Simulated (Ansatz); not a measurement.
Runs of Ansatz 0.2.0 on MnS. Symmetry: P6_3mc, No. 186, hexagonal system. The conventional cell has a = 3.954 Å, b = 3.954 Å, c = 6.343 Å, α = 90.00°, β = 90.00°, γ = 120.00°. Around Mn (site symmetry 3m) lie 4 S at 2.36 to 2.42 Å. Around S (site symmetry 3m) lie 4 Mn at 2.36 to 2.42 Å. The cell is a database's computed one.

```csv
task,level,spin,U,k mesh,smearing,atoms under strain,points for each segment of the path,hubbard projectors,double counting,gap on the mesh (eV),pressure (GPa),moment (μB)
phonons,PBE,"collinear, ferromagnetic start",-,6 × 6 × 3,fermi-dirac 0.05 eV,-,-,-,-,none,-,9.83
elastic constants,PBE,"collinear, ferromagnetic start",-,6 × 6 × 3,fermi-dirac 0.05 eV,relaxed,-,-,-,none,2.5,9.83
elastic constants,PBEsol,"collinear, ferromagnetic start",-,6 × 6 × 3,fermi-dirac 0.05 eV,relaxed,-,-,-,none,(a),9.78
Born charges and dielectric tensor,BLYP,"collinear, random start",-,8 × 8 × 4,gaussian 0.05 eV,-,-,-,-,(b),-,0.00
band structure,LDA+U,"collinear, antiferromagnetic start",Mn d U = 3 eV,8 × 8 × 4,gaussian 0.05 eV,-,14,ortho-atomic (the default),fll (the default),1.95,-1.3,0.00
phonons,PBEsol,"collinear, ferromagnetic start",-,6 × 6 × 3,fermi-dirac 0.05 eV,-,-,-,-,none,-,9.77
```

Alike in all rows: potentials or basis Ansatz PAW; cell as given; cutoff (eV) 420.

Problem. Estimate the missing entries.

Solution. (a) -0.8; (b) 0.67.

Caveats: semilocal functionals often make such compounds metallic where correlation or magnetic order opens a gap, which also shifts bond lengths (some runs); the PAW data sets come from PBE, with cores solved anew for the run's functional, which leaves a small shift of forces and pressure (some runs); elastic constants of metals need much finer meshes, so these are rough (some runs); the gap is small at this level, which inflates the dielectric constant (some runs); the magnetic or orbital state may not be the lowest (some runs).

A k mesh can miss the band edges.

A gap of «none» marks a metal or a gap under the smearing width.
